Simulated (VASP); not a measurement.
# InSb₃: molecular dynamics with a thermostat

InSb₃, Pm-3m (no. 221), 12 atoms in the cell. PBE, molecular dynamics; PAW potentials Sb, In (PBE set).

Ensemble: Nose-Hoover chain; Target temperature (K): 1000.

## Input

INCAR:
```
GGA = PE ; PREC = Normal
ENCUT = 200 ; EDIFF = 1E-6
NELMIN = 4 ; NELM = 60
ALGO = Fast ; LREAL = Auto
LASPH = T ; ISMEAR = -1
SIGMA = 0.05 ; ISYM = 0
LWAVE = F ; LCHARG = F
IBRION = 0 ; NSW = 60
POTIM = 4.0 ; TEBEG = 1000
ISIF = 2 ; RANDOM_SEED = 810699 0 0
MDALGO = 4 ; NHC_NCHAINS = 3
NHC_PERIOD = 30 ; KPAR = 2
```

KPOINTS:
```
k-points
0
Gamma
  3 3 1
```

POSCAR:
```
InSb3
1.0
    4.8063670000      0.0000000000      0.0000000000
    0.0000000000      4.8063670000      0.0000000000
    0.0000000000      0.0000000000     14.4191010000
Sb In
9 3
Direct
    0.5000000000      0.5000000000      0.0000000000
    0.5000000000      0.5000000000      0.3333333333
    0.5000000000      0.5000000000      0.6666666667
    0.0000000000      0.5000000000      0.1666666667
    0.0000000000      0.5000000000      0.5000000000
    0.0000000000      0.5000000000      0.8333333333
    0.5000000000      0.0000000000      0.1666666667
    0.5000000000      0.0000000000      0.5000000000
    0.5000000000      0.0000000000      0.8333333333
    0.0000000000      0.0000000000      0.0000000000
    0.0000000000      0.0000000000      0.3333333333
    0.0000000000      0.0000000000      0.6666666667
```

Commands:
```
cat potpaw_PBE.64/Sb/POTCAR potpaw_PBE.64/In/POTCAR > POTCAR
mpirun -np 2 vasp_std > vasp.out
```

## Result

- Mean temperature (K): 675
- Spread of the conserved energy (meV/atom): 0.12
- Rise of the mean potential energy above the start (meV/atom): 57.2
- Electronic steps per ionic step after the first: 5.0

Course of the run:

| Time (fs) | Temperature (K) | Potential energy less the first (meV/atom) | Conserved energy less the first (meV/atom) |
|---|---|---|---|
| 4 | 1000 | 0.0 | 0.00 |
| 24 | 975 | 2.9 | -0.00 |
| 40 | 918 | 9.9 | -0.02 |
| 60 | 792 | 25.4 | -0.05 |
| 76 | 662 | 42.0 | -0.06 |
| 96 | 514 | 62.1 | -0.06 |
| 112 | 443 | 73.4 | -0.09 |
| 132 | 425 | 80.9 | -0.11 |
| 148 | 453 | 83.6 | -0.11 |
| 168 | 521 | 85.0 | -0.12 |
| 184 | 598 | 84.1 | -0.12 |
| 204 | 708 | 80.7 | -0.12 |
| 220 | 781 | 78.7 | -0.13 |
| 240 | 818 | 80.9 | -0.11 |

REPORT:
```
MDALGO =   4
           NHC_NCHAINS =   3
            NHC_PERIOD =    30
            NHC_NRESPA =    1
                NHC_NS =  1
               SCALING =       0
                 CNEXP =     9.000   14.000
           RANDOM_SEED =            810699                0                0

   original number of atomic DOF:         33
   number of independent constraints:      0
   number of active DOF:                  33

========================================
         MD step No.       1
========================================

  Atomic velocities initialized by STEP_tb

  >Nose-Hoover_chains
                       xs       vs(fs^-1)
   nhc_s>   0.24543300E-08   0.24540743E-08
   nhc_s>  -0.13889371E-03  -0.13889853E-03
   nhc_s>  -0.13888889E-03  -0.13886960E-03

  >Energies
                    E_tot             E_pot             E_kin               EPS                ES
   e_b>   -0.41887230E+02   -0.43309124E+02    0.14218938E+01    0.23935520E-04   -0.23930619E-04

  >Temperature
               T_sim     T_inst
   tmprt>   1000.000   1000.018

           RANDOM_SEED =            810699               72                0

[... steps left out ...]

========================================
         MD step No.      60
========================================

  >Nose-Hoover_chains
                       xs       vs(fs^-1)
   nhc_s>  -0.44751214E+00  -0.15774954E-02
   nhc_s>   0.10441587E+01   0.16587852E-01
   nhc_s>  -0.27231041E+00   0.20862889E-01

  >Energies
                    E_tot             E_pot             E_kin               EPS                ES
   e_b>   -0.41888579E+02   -0.42337748E+02    0.11635316E+01    0.49173110E+00   -0.12060938E+01

  >Temperature
               T_sim     T_inst
   tmprt>   1000.000    818.312

           RANDOM_SEED =            810699               72                0
```

OSZICAR:
```
N       E                     dE             d eps       ncg     rms          rms(c)
DAV:   1     0.123678191185E+03    0.12368E+03   -0.10402E+04   340   0.572E+02
DAV:   2    -0.319047518432E+02   -0.15558E+03   -0.15214E+03   402   0.135E+02
DAV:   3    -0.431940094284E+02   -0.11289E+02   -0.11071E+02   434   0.352E+01
DAV:   4    -0.434360322594E+02   -0.24202E+00   -0.23966E+00   390   0.542E+00
DAV:   5    -0.434455465868E+02   -0.95143E-02   -0.94797E-02   442   0.861E-01    0.696E+00
RMM:   6    -0.433602880355E+02    0.85259E-01   -0.35384E-02   340   0.686E-01    0.404E+00
RMM:   7    -0.433075041163E+02    0.52784E-01   -0.94367E-02   340   0.111E+00    0.195E-01
RMM:   8    -0.433088427003E+02   -0.13386E-02   -0.14251E-02   349   0.487E-01    0.923E-02
RMM:   9    -0.433090729109E+02   -0.23021E-03   -0.25529E-03   344   0.198E-01    0.353E-02
RMM:  10    -0.433091213110E+02   -0.48400E-04   -0.55459E-04   359   0.865E-02    0.157E-02
RMM:  11    -0.433091257293E+02   -0.44183E-05   -0.10043E-04   357   0.340E-02    0.103E-02
RMM:  12    -0.433091241150E+02    0.16143E-05   -0.20609E-05   339   0.169E-02    0.347E-03
[... left out ...]
     59 T=   815. E= -.41881014E+02 F= -.42348166E+02 E0= -.42326874E+02  EK= 0.11666E+01 SP= -.12E+01 SK= 0.50E+00
[... last step whole ...]
       N       E                     dE             d eps       ncg     rms          rms(c)
DAV:   1    -0.423376184523E+02    0.10547E-01   -0.21316E-02   622   0.119E+00    0.103E-02
RMM:   2    -0.423377253749E+02   -0.10692E-03   -0.10951E-03   341   0.934E-02    0.306E-03
RMM:   3    -0.423377446401E+02   -0.19265E-04   -0.17244E-04   372   0.400E-02    0.276E-03
RMM:   4    -0.423377475290E+02   -0.28888E-05   -0.28245E-05   328   0.167E-02    0.250E-03
RMM:   5    -0.423377480905E+02   -0.56158E-06   -0.66119E-06   240   0.799E-03
     60 T=   818. E= -.41881275E+02 F= -.42337748E+02 E0= -.42315989E+02  EK= 0.11708E+01 SP= -.12E+01 SK= 0.49E+00
```

Limits: 240 fs of 12 atoms are too short for converged averages; the cell is only 4.8 Å across, so each atom moves in step with near copies of itself.

VASP 6.6.1 took 459 s on 2 cores (Intel Xeon Platinum 8259CL @ 2.50GHz (Skylake/Cascade Lake)), a shared host.
